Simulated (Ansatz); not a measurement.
Cu under changes of volume

One of the cells (11.458 Å³/atom); the others are scaled copies at fixed shape and fractional positions:

```
Cu
1.0
    -1.44279    1.44279    1.37608
     1.44279   -1.44279    1.37608
     1.44279    1.44279   -1.37608
Cu
1
Direct
  0.00000 0.00000 0.00000
```

This isn't the form of Cu at room conditions, which is fcc.

- Program: Ansatz 0.2.0
- Functional: PBE0
- Potentials or basis: Ansatz PAW
- Cutoff: 420 eV (not typed: the program's choice for these potentials)
- k mesh: 6 × 6 × 6
- Occupations: fermi-dirac, width 0.05 eV
- Spin: no spin polarisation

```csv
volume (Å³/atom),energy over the lowest point (meV/atom),pressure (GPa)
10.771,66.07,18.9
11.000,42.17,14.5
11.229,24.24,10.6
11.458,?,?
11.687,3.81,4.0
11.916,0.01,1.3
12.146,0.00,-1.2
```

Problem. What does the run at 11.458 Å³/atom give?

Solution. Energy over the lowest point 11.77 meV/atom; pressure 7.1 GPa.

Worked out: A Birch-Murnaghan fit of order 3 (a polynomial in V^(-2/3)) to the other rows has its minimum at 12.03 Å³/atom with B0 = V·E''(V) = 127 GPa and B' = 5.5 at fixed shape and positions, which overstates the stiffness. It gives 11.67 meV/atom at 11.458 Å³/atom, against the run's 11.77, and -dE/dV = 7.1 GPa, against 7.1.

Energies are extrapolated to zero smearing.

Caveats: all runs use coarse meshes; the PAW data sets come from PBE, with cores solved anew for the run's functional, which leaves a small shift of forces and pressure; the thresholds are loose for stress.
